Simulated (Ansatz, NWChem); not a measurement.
# The same job for NWChem

Ansatz 0.2.0 runs this on CHF3 (trifluoromethane):

in.yaml:
```yaml
crystal:
  periodic: [false, false, false]
  atoms:
    - {symbol: F, position_ang: [-0.668650, -0.329700, 1.079190]}
    - {symbol: C, position_ang: [0.019500, 0.056360, 0.006820]}
    - {symbol: F, position_ang: [1.047350, -0.773770, -0.157470]}
    - {symbol: F, position_ang: [-0.772570, -0.035090, -1.059420]}
    - {symbol: H, position_ang: [0.374370, 1.082210, 0.130870]}
basis:
  gaussian:
    orbitals: 6-31G_st_-spherical.json
accuracy: high
magnetization:
  spin_polarized: false
output: {orbitals: {seedname: orbitals}}
hamiltonian:
  xc: {name: B3LYP}
```

```bash
$ ansatz run in.yaml --threads 1 --pin off --max-ram 3480MiB --events-out events.jsonl --progress --plain --runs-dir runs
```

(Basis files named in the input come from the Basis Set Exchange and aren't shown.)

Geometry: relaxed at PBE0-D4/def2-TZVP.

It gives a total energy of -338.222098 Eh.

Task: Translate the job to NWChem 7.3.0 as an input file of the program's own, asking for the gradient.

Result: One way, which was run:

struct.nw:
```
start struct
title "CHF3 B3LYP"
memory total 2200 mb
charge 0

geometry units angstroms noautosym nocenter noautoz
 F     -0.668650    -0.329700     1.079190
 C      0.019500     0.056360     0.006820
 F      1.047350    -0.773770    -0.157470
 F     -0.772570    -0.035090    -1.059420
 H      0.374370     1.082210     0.130870
end

basis spherical bse
 * library 6-31G*
end

dft
 xc b3lyp
 grid xfine
 convergence energy 1e-08
 maxiter 100
 mulliken
end

task dft gradient
```

```bash
$ nwchem struct.nw > struct.out
```

Its energy is -338.222098 Eh, the same as the first but for the last digit, at most.
